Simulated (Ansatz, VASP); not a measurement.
HfC in VASP and in Ansatz

The input INCAR:

```
PREC = Accurate
ENCUT = 520
EDIFF = 1E-6
ISMEAR = -1
SIGMA = 0.05
LREAL = False
LASPH = True
NELM = 100
ALGO = Normal
ISIF = 2
LWAVE = False
LCHARG = False
GGA = PE
NBANDS = 14
```

KPOINTS

```
Automatic mesh
0
Gamma
  12 12 12
```

File POSCAR:

```
HfC
1.0
   -1.3966732300      2.4971805100      1.8473367300
    1.3966732300     -2.4971805100      1.8473367300
    1.3966732300      2.4971805100     -1.8473367300
Hf C
1 1
Direct
    0.9847118300      0.9847118300      0.0000000000
    0.6794548300      0.1794548300      0.5000000000
```

The input input.yaml:

```yaml
crystal:
  lattice:
    - [-1.39667323, 2.49718051, 1.84733673]
    - [1.39667323, -2.49718051, 1.84733673]
    - [1.39667323, 2.49718051, -1.84733673]
  atoms:
    - { symbol: Hf, position: [0.98471183, 0.98471183, 0.0] }
    - { symbol: C, position: [0.67945483, 0.17945483, 0.5] }
hamiltonian:
  xc: pbe
  pseudopotentials: { kind: paw }
kpoints:
  mp_grid: { grid: [12, 12, 12] }
scf:
  occupations: { method: fermi_dirac, width: 0.05 }
output:
  forces: true
  stress: true
  eigenvalues: true
```

Alike in both runs: task single point; functional PBE; k mesh 12 × 12 × 12; occupations fermi-dirac, width 0.05 eV; no spin polarisation.

```csv
,VASP,Ansatz
version,VASP 6.6.1,Ansatz 0.2.0
potentials or method,"VASP PAW PBE potentials, release 64 (Hf_pv, C)",Ansatz PAW
plane-wave cutoff (eV),520,420
valence electrons in the cell,14,30
```

|  | VASP | Ansatz | Ansatz less VASP |
| --- | --- | --- | --- |
| gap on the k mesh at the Fermi level (eV) | 0.36 | 0.38 | +0.018 |
| least direct gap on the mesh (eV) | 0.86 | 0.87 | +0.005 |
| rms of the force components (eV/Å) | 6.787 | 6.630 | -0.1568 |

Atom by atom the forces differ by 0.157 eV/Å (rms over components). The two sets of potentials don't hold the same shells in valence.

Caveats: spin-orbit coupling is left out, which moves the levels of the heavy elements; forces of over 1 eV/Å show positions far from the minimum, so gaps and moduli don't describe the material at rest.
